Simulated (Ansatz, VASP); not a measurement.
**Two plane-wave programs on Ca**

The input INCAR:

```
SYSTEM = Ca
ALGO = Fast ; EDIFF = 1E-6
ENCUT = 520 ; GGA = PS
ISIF = 2 ; ISMEAR = 0
LASPH = .True. ; LCHARG = .False.
LREAL = .False. ; LWAVE = .False.
NBANDS = 11 ; NELM = 60
PREC = Accurate ; SIGMA = 0.15
```

KPOINTS

```
k-points
0
Gamma
  16 16 16
  0 0 0
```

File POSCAR:

```
Ca
1.0
   -2.2400000000      2.2400000000      2.2400000000
    2.2400000000     -2.2400000000      2.2400000000
    2.2400000000      2.2400000000     -2.2400000000
Ca
1
Direct
    0.0000000000      0.0000000000      0.0000000000
```

Input for Ansatz:

```yaml
crystal:
  lattice:
    - [-2.24, 2.24, 2.24]
    - [2.24, -2.24, 2.24]
    - [2.24, 2.24, -2.24]
  atoms:
    - { symbol: Ca, position: [0.0, 0.0, 0.0] }
basis:
  ecutwfc: 420
kpoints:
  mp_grid: { grid: [16, 16, 16] }
hamiltonian:
  xc: pbesol
scf:
  occupations: { method: gaussian, width: 0.15 }
output:
  forces: true
  stress: true
  eigenvalues: true
```

This isn't the form of Ca at room conditions, which is fcc.

Alike in both runs: task single point; functional PBEsol; k mesh 16 × 16 × 16; occupations gaussian, width 0.15 eV; no spin polarisation.

|  | VASP | Ansatz |
| --- | --- | --- |
| version | VASP 6.6.1 | Ansatz 0.2.0 |
| potentials or method | VASP PAW PBE potentials, release 64 (Ca_sv) | scalar-relativistic, plane waves, PAW |
| plane-wave cutoff (eV) | 520 | 420 |
| valence electrons in the cell | 10 | 10 |

```tsv
	VASP	Ansatz	Ansatz less VASP
gap on the k mesh at the Fermi level (eV)	none	none	-
pressure (GPa)	-1.5	-1.5	-0.02
```

A gap of «none» marks a metal or a gap that the smearing closes.

Caveats: the PAW data sets were made with another functional, which shifts forces and pressure a little (VASP).
